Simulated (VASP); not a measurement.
# Zn (Im-3m) in VASP: a series of runs, part 2 of 3

VASP 6.6.1. The steps go on from the part before.

## Step 3: Single point, LDA

Input file INCAR:

```
SYSTEM = Zn
PREC = Accurate
ENCUT = 220
EDIFF = 1E-7
ISMEAR = -1
SIGMA = 0.15
LREAL = .False.
LASPH = .True.
NELM = 100
ALGO = Normal
ISIF = 2
LWAVE = .False.
LCHARG = .False.
NBANDS = 12
ADDGRID = .False.
```

Input file KPOINTS:

```
Automatic mesh
0
Gamma
  9 9 9
  0 0 0
```

Input file POSCAR:

```
Zn
1.0
   -1.5690370000      1.5690370000      1.5690370000
    1.5690370000     -1.5690370000      1.5690370000
    1.5690370000      1.5690370000     -1.5690370000
Zn
1
Direct
    0.0000000000      0.0000000000      0.0000000000
```

Potentials or basis: VASP PAW LDA potentials, release 64 (Zn).

The run is started by

```sh
$ cat potpaw_LDA.64/Zn/POTCAR > POTCAR
$ mpirun -np 1 vasp_std > vasp.out
```

OUTCAR:

```text
SYSTEM = Zn
   PREC = Accurate
   ENCUT = 220
   EDIFF = 1E-7
   ISMEAR = -1
   LREAL = .False.
   LASPH = .True.
   NELM = 100
   ISIF = 2

 Found     35 irreducible k-points:

 Following reciprocal coordinates:
            Coordinates               Weight
  0.000000  0.000000  0.000000      1.000000
  0.111111  0.000000  0.000000     12.000000
  0.222222  0.000000  0.000000     12.000000
  0.333333  0.000000  0.000000     12.000000
  0.444444  0.000000  0.000000     12.000000
  0.111111  0.111111  0.000000     24.000000
   k-points           NKPTS =     35   k-points in BZ     NKDIM =     35   number of bands    NBANDS=     12
   number of dos      NEDOS =    301   number of ions     NIONS =      1
   total plane-waves  NPLWV =   2744
   dimension x,y,z NGX =    14 NGY =   14 NGZ =   14
   dimension x,y,z NGXF=    28 NGYF=   28 NGZF=   28
   ions per type =               1
   NGX,Y,Z   is equivalent  to a cutoff of   8.56,  8.56,  8.56 a.u.
   NGXF,Y,Z  is equivalent  to a cutoff of  17.13, 17.13, 17.13 a.u.
 SYSTEM =  Zn
   PREC   = accura    normal or accurate (medium, high low for compatibility)
   ISTART =      0    job   : 0-new  1-cont  2-samecut
   ICHARG =      2    charge: 1-file 2-atom 10-const
   ISPIN  =      1    spin polarized calculation?
   LNONCOLLINEAR =      F non collinear calculations
   LSORBIT =      F    spin-orbit coupling
[... 67 lines left out ...]
      7      21.5251      0.00000
      8      21.5251      0.00000
      9      21.5251      0.00000
     10      23.7055      0.00000
     11      23.7055      0.00000
     12      23.7055      0.00000
[... 61 lines left out ...]
 k-point     6 :       0.1111    0.1111    0.0000
  band No.  band energies     occupation
      1      -6.4050      2.00000
      2      -5.3326      2.00000
      3      -5.2916      2.00000
      4      -4.9705      2.00000
      5      -4.8580      2.00000
      6      -4.7559      2.00000
      7      14.8479      0.00000
      8      15.3027      0.00000
      9      18.0152      0.00000
     10      21.9943      0.00000
     11      22.3275      0.00000
     12      24.3417      0.00000

 [... further k-points ...]

------------------------ aborting loop because EDIFF is reached ----------------------------------------

  FORCE on cell =-STRESS in cart. coord.  units (eV):
  Direction    XX          YY          ZZ          XY          YZ          ZX
  --------------------------------------------------------------------------------------
  -------------------------------------------------------------------------------------
  Total       -4.4934016     -4.4934016     -4.4934016      0.0000000      0.0000000     -0.0000000
  in kB     -465.9360024   -465.9360024   -465.9360024      0.0000000      0.0000000     -0.0000000
  external PRESSURE =    -465.9360024 kB  Pullay stress =       0.0000000 kB

 VOLUME and BASIS-vectors are now :
 -----------------------------------------------------------------------------
  energy-cutoff  :      220.00
  volume of cell :       15.45
      direct lattice vectors                 reciprocal lattice vectors
    -1.569037000  1.569037000  1.569037000     0.000000000  0.318666800  0.318666800
     1.569037000 -1.569037000  1.569037000     0.318666800  0.000000000  0.318666800
     1.569037000  1.569037000 -1.569037000     0.318666800  0.318666800  0.000000000

 POSITION                                       TOTAL-FORCE (eV/Angst)
 -----------------------------------------------------------------------------------
      0.00000      0.00000      0.00000         0.000000     -0.000000      0.000000
 -----------------------------------------------------------------------------------
    total drift:                               -0.000000     -0.000000     -0.000000

  FREE ENERGIE OF THE ION-ELECTRON SYSTEM (eV)
  ---------------------------------------------------
  free  energy   TOTEN  =        -1.5847307856 eV

  energy  without entropy=       -1.5582763512  energy(sigma->0) =       -1.57150357
```

stdout:

```text
POSCAR found type information on POSCAR Zn
 POSCAR found :  1 types and       1 ions
 scaLAPACK will be used
 LDA part: xc-table for (Slater(with rela. corr.)+CA(PZ))
 , standard interpolation
 POSCAR, INCAR and KPOINTS ok, starting setup
 FFT: planning ... GRIDC
 FFT: planning ... GRID_SOFT
 FFT: planning ... GRID
 WAVECAR not read
 entering main loop
```

Run time: 1.6 s. Hardware: 1 thread of Intel Xeon Platinum 8488C (Sapphire Rapids), shared host; peak memory 0.1 GiB.

The run converged, but a check on its numbers failed (symmetry, net force, bounds or a known fault of this set-up), so they aren't taken as properties of the crystal.

Caveat: the cutoff lies under the usual one of these potentials, so the numbers hold a large basis-set error; a pressure of tens of GPa on the cell as given is suspect, and the run, the potentials or the cell itself is likely at fault.

## Step 4: Single point, LDA

INCAR, as its differences from that of step 3:

```diff
@@ -2,3 +2,3 @@
 PREC = Accurate
-ENCUT = 220
+ENCUT = 460
 EDIFF = 1E-7
```

Input file KPOINTS:

```
Automatic mesh
0
Gamma
  7 7 7
  0 0 0
```

POSCAR is that of step 3.

Potentials or basis: VASP PAW LDA potentials, release 64 (Zn).

The run is started by

```sh
$ cat potpaw_LDA.64/Zn/POTCAR > POTCAR
$ mpirun -np 1 vasp_std > vasp.out
```

OUTCAR:

```text
SYSTEM = Zn
   PREC = Accurate
   ENCUT = 460
   EDIFF = 1E-7
   ISMEAR = -1
   LREAL = .False.
   LASPH = .True.
   NELM = 100
   ISIF = 2

 Found     20 irreducible k-points:

 Following reciprocal coordinates:
            Coordinates               Weight
  0.000000  0.000000  0.000000      1.000000
  0.142857  0.000000  0.000000     12.000000
  0.285714  0.000000  0.000000     12.000000
  0.428571  0.000000  0.000000     12.000000
  0.142857  0.142857  0.000000     24.000000
  0.285714  0.142857  0.000000     48.000000
   k-points           NKPTS =     20   k-points in BZ     NKDIM =     20   number of bands    NBANDS=     12
   number of dos      NEDOS =    301   number of ions     NIONS =      1
   total plane-waves  NPLWV =   8000
   dimension x,y,z NGX =    20 NGY =   20 NGZ =   20
   dimension x,y,z NGXF=    40 NGYF=   40 NGZF=   40
   ions per type =               1
   NGX,Y,Z   is equivalent  to a cutoff of  12.23, 12.23, 12.23 a.u.
   NGXF,Y,Z  is equivalent  to a cutoff of  24.47, 24.47, 24.47 a.u.
 SYSTEM =  Zn
   PREC   = accura    normal or accurate (medium, high low for compatibility)
   ISTART =      0    job   : 0-new  1-cont  2-samecut
   ICHARG =      2    charge: 1-file 2-atom 10-const
   ISPIN  =      1    spin polarized calculation?
   LNONCOLLINEAR =      F non collinear calculations
   LSORBIT =      F    spin-orbit coupling
   LASPH  =      T    aspherical Exc in radial PAW
   ENCUT  =  460.0 eV  33.81 Ry    5.81 a.u.   4.75  4.75  4.75*2*pi/ulx,y,z
   NELM   =    100;   NELMIN=  2; NELMDL= -5     # of ELM steps
   EDIFF  = 0.1E-06   stopping-criterion for ELM
   LREAL  =      F    real-space projection
   EDIFFG = 0.1E-05   stopping-criterion for IOM
   NSW    =      0    number of steps for IOM
   IBRION =     -1    ionic relax: 0-MD 1-quasi-New 2-CG
   NFREE  =      0    steps in history (QN), initial steepest desc. (CG)
   ISIF   =      2    stress and relaxation
   ISYM   =      2    0-nonsym 1-usesym 2-fastsym
   POTIM  = 0.5000    time-step for ionic-motion
   TEBEG  =    0.0;   TEEND  =   0.0 temperature during run
   PSTRESS=    0.0 pullay stress
   NELECT =      12.0000    total number of electrons
   NUPDOWN=      -1.0000    fix difference up-down
   EMIN   =  10.00;   EMAX   =-10.00  energy-range for DOS
   EFERMI =   0.00;   METHOD = LEGACY
   ISMEAR =    -1;   SIGMA  =   0.15  broadening in eV -4-tet -1-fermi 0-gaus
   EFERMI_NEDOS =   21; number of points for ismear=-14 and -15
   IALGO  =     38    algorithm
   IMIX   =      4    mixing-type and parameters
     AMIX     =   0.40;   BMIX     =  1.00
     AMIX_MAG =   1.60;   BMIX_MAG =  1.00
  volume/ion in A,a.u.               =      15.45       104.27
  Fermi-wavevector in a.u.,A,eV,Ry     =   1.504811  2.843681 30.809811  2.264457
  Thomas-Fermi vector in A             =   2.615742
   LORBIT       =      0    0 simple, 1 ext, 2 COOP (PROOUT), +10 PAW based schemes
   GGA     = CA    functional components
   LHFCALC =     F    Hartree Fock is set to
   AEXX    =    0.0000 exact exchange contribution
   IVDW    =     0    specifies the selected vdW correction
   LEPSILON=     F    determine dielectric tensor
   LRPA    =     F    only Hartree local field effects (RPA)
 non-spin polarized calculation
  energy-cutoff  :      460.00
  volume of cell :       15.45
 maximum number of plane-waves:       369
   NGX =  9   NGY =  9   NGZ =  9

 number of electron      12.0000023 magnetization

 Free energy of the ion-electron system (eV)
  ---------------------------------------------------
  ext. energy  EPLUGINS =         0.00000000
  ---------------------------------------------------
  free energy    TOTEN  =        -1.77236753 eV

  energy without entropy =       -1.75127502  energy(sigma->0) =       -1.76182128

 E-fermi :   2.7380     XC(G=0): -11.8175

 val. band max:        2.5387076123   @ k =  -0.4286  -0.4286   0.1429
 cond. band min:       3.0123430525   @ k =  -0.4286  -0.4286   0.1429
 fundamental gap:      0.4736354402
 Fermi energy:         2.7380415754

 k-point     1 :       0.0000    0.0000    0.0000
  band No.  band energies     occupation
      1      -7.4885      2.00000
      2      -4.9877      2.00000
      3      -4.9877      2.00000
      4      -4.9877      2.00000
      5      -4.4836      2.00000
      6      -4.4836      2.00000
      7      21.5724      0.00000
      8      21.5724      0.00000
      9      21.5724      0.00000
     10      23.6930      0.00000
     11      23.6930      0.00000
     12      23.6930      0.00000

 k-point     2 :       0.1429    0.0000    0.0000
  band No.  band energies     occupation
      1      -6.8601      2.00000
      2      -5.0442      2.00000
      3      -4.9663      2.00000
      4      -4.8422      2.00000
      5      -4.5283      2.00000
      6      -4.4798      2.00000
      7      15.9958      0.00000
      8      18.7764      0.00000
      9      19.5625      0.00000
     10      21.1885      0.00000
     11      21.5322      0.00000
     12      23.6948      0.00000

 k-point     3 :       0.2857    0.0000    0.0000
  band No.  band energies     occupation
      1      -5.6645      2.00000
      2      -5.1703      2.00000
      3      -4.5534      2.00000
      4      -4.4971      2.00000
      5      -4.4680      2.00000
      6      -4.2804      2.00000
      7       9.2504      0.00000
      8      15.8302      0.00000
      9      17.0335      0.00000
     10      19.2390      0.00000
     11      20.2471      0.00000
     12      25.7383      0.00000

 k-point     4 :       0.4286    0.0000    0.0000
  band No.  band energies     occupation
      1      -5.5992      2.00000
      2      -5.2705      2.00000
      3      -4.5187      2.00000
      4      -4.4549      2.00000
      5      -4.1992      2.00000
      6      -1.2471      2.00000
      7       3.5844      0.00707
      8      14.1922      0.00000
      9      15.6681      0.00000
     10      18.2980      0.00000
     11      19.6396      0.00000
     12      29.0265      0.00000

 k-point     5 :       0.1429    0.1429    0.0000
  band No.  band energies     occupation
      1      -5.8135      2.00000
      2      -5.0488      2.00000
      3      -5.0436      2.00000
      4      -4.5794      2.00000
      5      -4.4979      2.00000
      6      -4.3427      2.00000
      7      12.6939      0.00000
      8      13.1446      0.00000
      9      16.8576      0.00000
     10      21.7649      0.00000
     11      22.2444      0.00000
     12      25.1224      0.00000

 k-point     6 :       0.2857    0.1429    0.0000
  band No.  band energies     occupation
      1      -5.4236      2.00000
      2      -5.1844      2.00000
      3      -4.6547      2.00000
      4      -4.5510      2.00000
      5      -4.4041      2.00000
      6      -2.3610      2.00000
      7       6.6932      0.00000
      8      10.9645      0.00000
      9      14.9846      0.00000
     10      20.6552      0.00000
     11      23.8272      0.00000
     12      25.3247      0.00000

 [... further k-points ...]

------------------------ aborting loop because EDIFF is reached ----------------------------------------

  FORCE on cell =-STRESS in cart. coord.  units (eV):
  Direction    XX          YY          ZZ          XY          YZ          ZX
  --------------------------------------------------------------------------------------
  -------------------------------------------------------------------------------------
  Total       -0.8458325     -0.8458325     -0.8458325     -0.0000000      0.0000000      0.0000000
  in kB      -87.7072289    -87.7072289    -87.7072289     -0.0000000      0.0000000      0.0000000
  external PRESSURE =     -87.7072289 kB  Pullay stress =       0.0000000 kB

 VOLUME and BASIS-vectors are now :
 -----------------------------------------------------------------------------
  energy-cutoff  :      460.00
  volume of cell :       15.45
      direct lattice vectors                 reciprocal lattice vectors
    -1.569037000  1.569037000  1.569037000     0.000000000  0.318666800  0.318666800
     1.569037000 -1.569037000  1.569037000     0.318666800  0.000000000  0.318666800
     1.569037000  1.569037000 -1.569037000     0.318666800  0.318666800  0.000000000

 POSITION                                       TOTAL-FORCE (eV/Angst)
 -----------------------------------------------------------------------------------
      0.00000      0.00000      0.00000        -0.000000      0.000000     -0.000000
 -----------------------------------------------------------------------------------
    total drift:                                0.000000     -0.000000      0.000000

  FREE ENERGIE OF THE ION-ELECTRON SYSTEM (eV)
  ---------------------------------------------------
  free  energy   TOTEN  =        -1.7723675339 eV

  energy  without entropy=       -1.7512750216  energy(sigma->0) =       -1.76182128
```

stdout:

```text
POSCAR found type information on POSCAR Zn
 POSCAR found :  1 types and       1 ions
 scaLAPACK will be used
 LDA part: xc-table for (Slater(with rela. corr.)+CA(PZ))
 , standard interpolation
 POSCAR, INCAR and KPOINTS ok, starting setup
 FFT: planning ... GRIDC
 FFT: planning ... GRID_SOFT
 FFT: planning ... GRID
 WAVECAR not read
 entering main loop
```

Wall time 2.4 s (1 thread of Intel Xeon Platinum 8488C (Sapphire Rapids), shared host); peak memory 0.11 GiB.

These settings aren't checked as converged: the numbers below hold their error.

What came out:

```
Free energy            : -1.7724 eV
Pressure               : -8.8 GPa
Band gap on the k mesh : none (metal or under the smearing width)
```

Caveat: the k mesh is coarse (spacing up to 0.40 Å⁻¹), so the values aren't converged.

(Part 2 of 3 ends here.)
